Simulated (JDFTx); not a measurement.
The system is K.

```
K
1.0
    -2.69756    2.69756    2.69756
     2.69756   -2.69756    2.69756
     2.69756    2.69756   -2.69756
K
1
Direct
  0.00000 0.00000 0.00000
```

| Quantity | Value |
| --- | --- |
| Program | JDFTx 1.7.0 (patched build) |
| Task | relaxation of cell and atoms |
| Functional | PBEsol |
| Potentials or basis | SG15-PBE-1.2 with smoothed tails |
| Cutoff | 1088 eV |
| Density cutoff | 4354 eV |
| k mesh | 4 × 4 × 4 |
| Occupations | fermi-dirac, width 0.05 eV |
| Spin | no spin polarisation |

At the start: pressure -0.2 GPa; volume 78.52 Å³/atom.

Task: How do energy, volume and symmetry change on relaxing?

Result: Over 5 steps the energy falls by 4.4 meV/atom and the volume is 72.77 Å³/atom (-7.3 %); space group Im-3m (No. 229, to 0.05 Å).

Step by step:
| step | energy change (eV) | largest force (eV/Å) | pressure (GPa) | volume (Å³) |
| --- | --- | --- | --- | --- |
| 1 | 0.0000 | 0.0000 | -0.23 | 78.52 |
| 2 | -0.0006 | 0.0000 | -0.21 | 78.06 |
| 3 | -0.0043 | 0.0000 | 0.02 | 72.49 |
| 4 | -0.0044 | 0.0000 | 0.00 | 72.85 |
| 5 | -0.0044 | 0.0000 | 0.00 | 72.77 |

Final structure:
```
K
1.0
    -2.63009    2.63009    2.63009
     2.63009   -2.63009    2.63009
     2.63009    2.63009   -2.63009
K
1
Direct
  0.00000 0.00000 0.00000
```

Caveat: the k mesh is coarse (spacing up to 0.41 Å⁻¹), so the values aren't converged; the plane waves are those of the starting cell, so after so large a change of volume the result is rough; the potentials were made for another functional, which shifts forces and pressure.
